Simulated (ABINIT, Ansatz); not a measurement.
# LiH (Fm-3m): Raman and infrared activity

Aim: Raman and infrared lines of LiH (Fm-3m).

Program: ABINIT 10.8.3. Level of theory: DFT LDA, scalar-relativistic, plane waves, PseudoDojo norm-conserving pseudopotentials. Results are calculated unless marked as measured.

Report form: the programs' logs are mostly left out.

The database entry behind the starting cell differs from later determinations by our own check (the deuteride, about 0.2 % short), so it need not match the best structure at ambient conditions.

## 1. The structure

It takes space group Fm-3m (No. 225, cubic). The conventional cell has a = 3.910 Å, b = 3.910 Å, c = 3.910 Å, α = 90.00°, β = 90.00°, γ = 90.00°. Nearest to Li lie 6 H at 1.96 Å. Nearest to H lie 6 Li at 1.96 Å. Farther neighbours are not listed.

Structure file:

```cif
data_structure
_symmetry_space_group_name_H-M 'P 1'
_symmetry_Int_Tables_number 1
_cell_length_a 2.7650
_cell_length_b 2.7650
_cell_length_c 2.7650
_cell_angle_alpha 60.000
_cell_angle_beta 60.000
_cell_angle_gamma 60.000
_cell_volume 14.95
loop_
_atom_site_label
_atom_site_type_symbol
_atom_site_fract_x
_atom_site_fract_y
_atom_site_fract_z
_atom_site_occupancy
Li1 Li 0.00000 0.00000 0.00000 1
H2 H 0.50000 0.50000 0.50000 1
```

## 2. Relaxing the cell and atoms

The harmonic expansion starts where the forces on the atoms vanish, and stress shifts the frequencies, so cell and atoms are relaxed with tight thresholds.

The starting cell comes from a relaxation made beforehand in Ansatz (LDA, PseudoDojo NC).

Contents of relax.abi:

```
# relaxation
ionmov 2
optcell 2
ecutsm 0.5
dilatmx 1.08
ntime 40
tolmxf 1.0d-05
tolvrs 1.0d-14
prtwf 0
prtden 0
chksymtnons 0

# basis, mesh and filling
ecut 33.0
ngkpt 10 10 10
nshiftk 1
shiftk 0.0 0.0 0.0
istwfk *1
occopt 1
nband 2
nstep 100
diemac 9.0
prtebands 0
prtgsr 0

# cell and atoms
acell 3*1.0 Angstrom
rprim 
    0.0 1.955124118 1.955124118
    1.955124118 0.0 1.955124118
    1.955124118 1.955124118 0.0
ntypat 2
znucl 3 1
natom 2
typat 1 2
xred 
    0.0 0.0 0.0
    0.5 0.5 0.5
pp_dirpath "./pseudo"
pseudos "Li.upf, H.upf"
```

Started as:

```sh
OMP_NUM_THREADS=1 mpirun -n 2 abinit relax.abi > relax.log
```

Wall time 7.6 s (2 MPI ranks of Arm Neoverse N1, shared host).

Little changed from the start: no atom moved by 0.005 Å and no cell edge by 0.1 %.

This step gave:

```
volume per atom : 7.472 Å³
pressure        : 2.87e-4 GPa
```

## 3. Self-consistent run for the response

The response is built on these wavefunctions, so the potential is converged far more tightly than an energy would need. The mesh is shifted off Γ, since shifted meshes converge sums over the zone faster.

Contents of gs.abi:

```
# ground state
tolvrs 1.0d-16
prtden 1
prtwf 1

# basis, mesh and filling
ecut 33.0
ngkpt 8 8 8
nshiftk 4
shiftk 
    0.5 0.5 0.5
    0.5 0.0 0.0
    0.0 0.5 0.0
    0.0 0.0 0.5
istwfk *1
occopt 1
nband 2
nstep 100
diemac 9.0
prtebands 0
prtgsr 0

# cell and atoms
acell 3*1.0 Angstrom
rprim 
    0.0 1.955019262 1.955019262
    1.955019262 0.0 1.955019262
    1.955019262 1.955019262 0.0
ntypat 2
znucl 3 1
natom 2
typat 1 2
xred 
    0.0 0.0 0.0
    0.5 0.5 0.5
pp_dirpath "./pseudo"
pseudos "Li.upf, H.upf"
```

Started as:

```sh
OMP_NUM_THREADS=1 mpirun -n 2 abinit gs.abi > gs.log
```

Wall time 4.8 s (2 MPI ranks).

Read from the output:

```
pressure : -0.4925 GPa
```

The cell stands at -0.49 GPa: the relaxation ran with a smoothed cutoff and on another k mesh.

## 4. Empty bands

Empty bands on the ground state's density check that the gap assumed so far is there in this cell.

Contents of gap.abi:

```
# empty bands on the ground state's density
iscf -2
getden_filepath "gso_DEN"
tolwfr 1.0d-12
nbdbuf 2
prtwf 0

# basis, mesh and filling
ecut 33.0
ngkpt 12 12 12
nshiftk 1
shiftk 0.0 0.0 0.0
istwfk *1
occopt 1
nband 6
nstep 100
diemac 9.0
prtebands 0
prtgsr 0

# cell and atoms
acell 3*1.0 Angstrom
rprim 
    0.0 1.955019262 1.955019262
    1.955019262 0.0 1.955019262
    1.955019262 1.955019262 0.0
ntypat 2
znucl 3 1
natom 2
typat 1 2
xred 
    0.0 0.0 0.0
    0.5 0.5 0.5
pp_dirpath "./pseudo"
pseudos "Li.upf, H.upf"
```

Started as:

```sh
OMP_NUM_THREADS=1 mpirun -n 2 abinit gap.abi > gap.log
```

The job ended after 5.8 s (2 MPI ranks; 11 s of CPU time).

This step gave:

| Item | Value |
| --- | --- |
| gap on the k-mesh | 2.545 eV |

In this cell the gap on the mesh is 2.5 eV, direct, so fixed occupations hold.

## 5. Linear response at Γ

The derivative of the wavefunctions by k comes first, since the response to a field is built on it; then the field and the displacements that symmetry doesn't supply are solved at q = 0. By the 2n+1 theorem the first-order wavefunctions also give third derivatives: Raman tensors and the non-linear susceptibility.

It reads the wavefunctions written in step 3.

Contents of dfpt_gamma.abi:

```
ndtset 3

# common to the responses
getwfk_filepath "gso_WFK"
kptopt 2
nqpt 1
qpt 0.0 0.0 0.0
asr 0
chneut 0

# d/dk
rfelfd1 2
rfdir1 1 1 1
iscf1 -3
tolwfr1 1.0d-20

# displacements, field
rfphon2 1
rfatpol2 1 2
rfdir2 1 1 1
rfelfd2 3
getddk2 1
tolvrs2 1.0d-10
prepanl2 1
prtden2 1

# third order
optdriver3 5
getden_filepath3 "gso_DEN"
get1den3 2
get1wf3 2
getddk3 1
d3e_pert1_elfd3 1
d3e_pert1_phon3 1
d3e_pert1_atpol3 1 2
d3e_pert1_dir3 1 1 1
d3e_pert2_elfd3 1
d3e_pert2_dir3 1 1 1
d3e_pert3_elfd3 1
d3e_pert3_dir3 1 1 1
usepead3 1
tolvrs3 1.0d-10

# basis, mesh and filling
ecut 33.0
ngkpt 8 8 8
nshiftk 4
shiftk 
    0.5 0.5 0.5
    0.5 0.0 0.0
    0.0 0.5 0.0
    0.0 0.0 0.5
istwfk *1
occopt 1
nband 2
nstep 100
diemac 9.0
prtebands 0
prtgsr 0

# cell and atoms
acell 3*1.0 Angstrom
rprim 
    0.0 1.955019262 1.955019262
    1.955019262 0.0 1.955019262
    1.955019262 1.955019262 0.0
ntypat 2
znucl 3 1
natom 2
typat 1 2
xred 
    0.0 0.0 0.0
    0.5 0.5 0.5
pp_dirpath "./pseudo"
pseudos "Li.upf, H.upf"
```

Started as:

```sh
OMP_NUM_THREADS=1 mpirun -n 2 abinit dfpt_gamma.abi > dfpt_gamma.log
```

Wall time 4.9 min (2 MPI ranks).

This step gave:

```
miss of the charge sum rule                                       : 0.008693 e
largest acoustic frequency at the zone centre before the sum rule : 0.41 cm⁻¹
highest optical zone-centre mode (no LO-TO term)                  : 648.0 cm⁻¹
lowest optical zone-centre mode                                   : 648.0 cm⁻¹
mean high-frequency dielectric constant                           : 4.802
largest Born charge in size (third of the trace)                  : 1.018 e
```

Born charge (rows field, columns displacement), before the sum rule (e), principal values of the symmetric part by kind of site:

```
atom  atoms with these values    low  middle   high   mean
 Li1                        1   1.02    1.02   1.02   1.02
  H2                        1  -1.01   -1.01  -1.01  -1.01
```

In full for H2:

```
-1.01  0.00  0.00
 0.00 -1.01  0.00
 0.00  0.00 -1.01
```

High-frequency dielectric tensor:

```
4.80 0.00 0.00
0.00 4.80 0.00
0.00 0.00 4.80
```

The acoustic modes at Γ come out as far as 0.4 cm⁻¹ from zero, where they should vanish, a small numerical error; the Born charges miss their sum rule by 0.0087 e, which is good.

## 6. Modes with the sum rule

anaddb reads the merged derivatives, imposes the acoustic sum rule and charge neutrality, and adds the LO-TO term along chosen directions.

Contents of anaddb.abi:

```
ddb_filepath "gamma_DDB"
output_file "anaddb.abo"
outdata_prefix "anaddb"
asr 1
chneut 1
enunit 2
eivec 1
nph1l 1
qph1l 0.0 0.0 0.0 1.0
dieflag 1
nph2l 3
qph2l 
    1.0 0.0 0.0 0.0
    0.0 0.0 1.0 0.0
    1.0 1.0 1.0 0.0
nlflag 1
ramansr 1
alphon 1
prtmbm 1
```

Contents of mrgddb.in:

```
gamma_DDB
merged
3
dfpt_gammao_DS2_DDB
dfpt_gammao_DS3_DDB
gso_DDB
```

Started as:

```sh
mrgddb < mrgddb.in > mrgddb.log
OMP_NUM_THREADS=1 anaddb anaddb.abi > anaddb.log
```

Wall time 1.5 s (1 thread).

Numbers from this step:

* mean static dielectric constant: 13.96
* highest mode moved by the LO-TO term: 1105 cm⁻¹

No LO-TO term; unit eigenvectors of the mass-weighted matrix, from anaddb's displacements. Modes at Γ, with each element's share of the kinetic energy:

```csv
mode,frequency (cm⁻¹),symmetry,Li %,H %
1,0.0,acoustic,87,13
2,0.0,acoustic,87,13
3,0.0,acoustic,87,13
4,648.0,T1u,13,87
5,648.0,T1u,13,87
6,648.0,T1u,13,87
```

Displacements in mode 5 (648.0 cm⁻¹), the largest set to 1:
```
Li1  0.00  0.15  0.00
H2   0.00 -1.00  0.00
```

Trace of the oscillator strength, degenerate modes summed. Infrared lines, with heights relative to the strongest:

```
position (cm⁻¹)  lines merged  IR intensity, relative
            648             3                     100
```

Static dielectric tensor (ions relaxed, fixed cell):

```
13.96  0.00  0.00
 0.00 13.96  0.00
 0.00  0.00 13.96
```

The rule moves no optical mode by more than 0.1 cm⁻¹.

## 7. A second program

The same cell, potentials and cutoff go through another code, on another k mesh. Its k mesh is centred on Γ.

This step: DFT LDA, scalar-relativistic, plane waves, PseudoDojo norm-conserving pseudopotentials (Ansatz 0.2.0).

Contents of input.yaml:

```yaml
crystal:
  lattice:
    - [0.0, 1.9550192617, 1.9550192617]
    - [1.9550192617, 0.0, 1.9550192617]
    - [1.9550192617, 1.9550192617, 0.0]
  atoms:
    - { symbol: Li, position: [0.0, 0.0, 0.0] }
    - { symbol: H, position: [0.5, 0.5, 0.5] }
kpoints:
  mp_grid: { grid: [12, 12, 12] }
hamiltonian:
  xc: lda
  pseudopotentials: { kind: nc, accuracy: standard }
scf:
  occupations: { method: fixed }
output:
  eigenvalues: true
basis:
  ecutwfc: 897.976
phonons:
  method: dfpt
  dielectric: true
  rigid_motions: translations
  raman: true
```

Started as:

```sh
ansatz run input.yaml --threads 2 --pin off --max-ram 4096MiB --backend cpu --events-out ev --progress --plain --runs-dir out
```

Run time: 65 s. Hardware: 2 threads; peak memory 0.52 GiB.

Read from the output:

* sum-rule residual before enforcement: 1.06e-4 eV/Å²
* miss of the charge sum rule: 3.41e-5 e
* estimated error of the dielectric tensor: 0.01971
* estimated error of the Born charges: 0.009971 e
* highest optical zone-centre mode (no LO-TO term): 646.9 cm⁻¹
* lowest optical zone-centre mode: 646.9 cm⁻¹
* mean high-frequency dielectric constant: 4.981
* largest Born charge in size (third of the trace): 1.026 e
* mean static dielectric constant: 14.38
* highest mode moved by the LO-TO term: 1099 cm⁻¹

Transverse modes. Lines of the infrared spectrum (strongest = 100):

| position (cm⁻¹) | label | IR intensity ((D/Å)²/amu), degenerate modes summed, relative |
| --- | --- | --- |
| 647 | T1u | 100 |

The log warns that the force constants on this k mesh are to be taken as unconverged.

## 8. Side by side: ABINIT PseudoDojo and Ansatz, PseudoDojo

Numbers from this step:

- root-mean-square difference: 1.1 cm⁻¹
- largest difference: 1.1 cm⁻¹

Frequencies side by side, by row:

```csv
q (reciprocal lattice),mode,ABINIT PseudoDojo (cm⁻¹),"Ansatz, PseudoDojo (cm⁻¹)"
0 0 0,1,0,0
0 0 0,2,0,0
0 0 0,3,0,0
0 0 0,4,648,646.9
0 0 0,5,648,646.9
0 0 0,6,648,646.9
```

The two runs side by side. Further quantities:

| quantity | ABINIT PseudoDojo | Ansatz, PseudoDojo |
| --- | --- | --- |
| mean ε∞ | 4.802 | 4.981 |
| largest Born charge in size (e; the first before, the second after the charge sum rule) | 1.018 | 1.026 |
| summed IR intensity ((D/Å)²/amu) | 80.81 | 82.73 |
| summed Raman activity (Å⁴/amu) | 0 | 0 |

At the zone centre the largest difference (acoustic modes at Γ apart) is 0.2 % of the highest mode; ε∞ differs by 3.6 %.

## 9. What came out

| Item | Value |
| --- | --- |
| space group after relaxation | Fm-3m |
| volume per atom | 7.47 Å³ |
| highest optical zone-centre mode (no LO-TO term) | 648.0 cm⁻¹ |
| highest mode moved by the LO-TO term | 1105 cm⁻¹ |
| mean high-frequency dielectric constant | 4.80 |
| largest Born charge in size (third of the trace) | 1.02 e |
| mean static dielectric constant | 14.0 |
| imaginary optical modes at the zone centre (no q mesh in this session) | none |
| largest difference from Ansatz, PseudoDojo | 1.1 cm⁻¹ |

What this shows: No mode is Raman active in this structure; the strongest infrared line lies at 648 cm⁻¹. At the LDA level the optical modes of LiH (Fm-3m) at the zone centre (no LO-TO term) lie at 648 cm⁻¹. The base run prints -0.49 GPa, mostly the error of a finite basis; the relaxation, with a smoothed cutoff, had brought the cell to rest. Along the directions run, the highest mode that the macroscopic field moves lies at 1105 cm⁻¹. Lattice motion raises the mean dielectric constant from 4.802 to 13.96. The Lyddane-Sachs-Teller relation holds: (ωLO/ωTO)² is 2.91 and ε₀/ε∞ is 2.91. ABINIT PseudoDojo and Ansatz, PseudoDojo differ by 1.1 cm⁻¹ in the root mean square and by 1.1 cm⁻¹ at most, 0.2 % of the highest mode compared (acoustic modes at Γ left out). The highest LO mode, which hangs on the field response, is 1105 against 1099 cm⁻¹. These are harmonic frequencies at zero temperature: anharmonic shifts and linewidths and thermal expansion are left out. Ansatz warns that the cutoff lies 11 % under the one recommended for these files; agreement at one cutoff is not convergence. Ansatz's log warns that force constants on this k mesh are to be taken as unconverged.

[Host names and launcher messages were left out of these logs when they were recorded.]

[Logs are printed without paths, hosts, clocks, repeated set-up lines and the standing remarks that a program may print on its own settings, such as how far it seeks lower states.]

[Hosts, paths, dates, database ids (printed as entryN), source tags and the programs' standing remarks are cut or masked in the printed files.]
